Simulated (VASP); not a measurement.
**From an Ansatz input to VASP: NaI (zincblende)**

Ansatz input

```yaml
crystal:
  lattice:
    - [0.0, 3.5431916338, 3.5431916338]
    - [3.5431916338, 0.0, 3.5431916338]
    - [3.5431916338, 3.5431916338, 0.0]
  atoms:
    - { symbol: Na, position: [0.0, 0.0, 0.0] }
    - { symbol: I, position: [0.25, 0.25, 0.25] }
kpoints:
  mp_grid: { grid: [6, 6, 6] }
  band_path:
    path:
      - [0.0, 0.0, 0.0]
      - [-0.5, -0.5, 0.0]
      - [-0.375, -0.375, 0.25]
      - [-0.375, 0.0, 0.375]
      - [0.0, 0.0, 0.5]
      - [-0.5, -0.25, 0.25]
    npoints: 1
hamiltonian:
  xc: pbe
scf:
  occupations: { method: fermi_dirac, width: 0.02 }
  n_extra_bands: 4
output:
  forces: true
  stress: true
  eigenvalues: true
```

Task: Write VASP inputs for this cell and level of theory.

Result: 

INCAR

```
LCHARG = .FALSE.
NBANDS = 14
NSW = 0
ISMEAR = -1
GGA = PE
SIGMA = 0.02
LREAL = .FALSE.
IBRION = -1
LWAVE = .FALSE.
LASPH = .TRUE.
PREC = Accurate
ISIF = 2
NELM = 120
ENCUT = 520
EDIFF = 1E-7
```

KPOINTS

```
KPOINTS created by Atomic Simulation Environment
0
Gamma
6 6 6
0 0 0
```

KPOINTS_OPT

```
special points
6
Reciprocal
0.0000000000 0.0000000000 0.0000000000 1
-0.5000000000 -0.5000000000 0.0000000000 1
-0.3750000000 -0.3750000000 0.2500000000 1
-0.3750000000 0.0000000000 0.3750000000 1
0.0000000000 0.0000000000 0.5000000000 1
-0.5000000000 -0.2500000000 0.2500000000 1
```

POSCAR

```
Na I
 1.0000000000000000
     0.0000000000000000    3.5431916337822096    3.5431916337822096
     3.5431916337822096    0.0000000000000000    3.5431916337822096
     3.5431916337822096    3.5431916337822096    0.0000000000000000
 Na  I
   1   1
Cartesian
 -0.0000000000000000  0.0000000000000000 -0.0000000000000000
  1.7715958168911048  1.7715958168911048  1.7715958168911048
```

VASP ran with the recommended PBE PAW datasets (14 valence electrons in the cell). Other inputs would serve too.

|  | Ansatz | VASP |
| --- | --- | --- |
| gap between bands v and c | 3.83 eV | 3.82 eV |
| least direct gap | 3.83 eV | 3.82 eV |
| pressure | 0.4 GPa | 0.4 GPa |

Each program uses its own PAW datasets. VASP's cell holds 14 valence electrons and Ansatz's 26. Ansatz's stress includes a Pulay correction; VASP's doesn't.
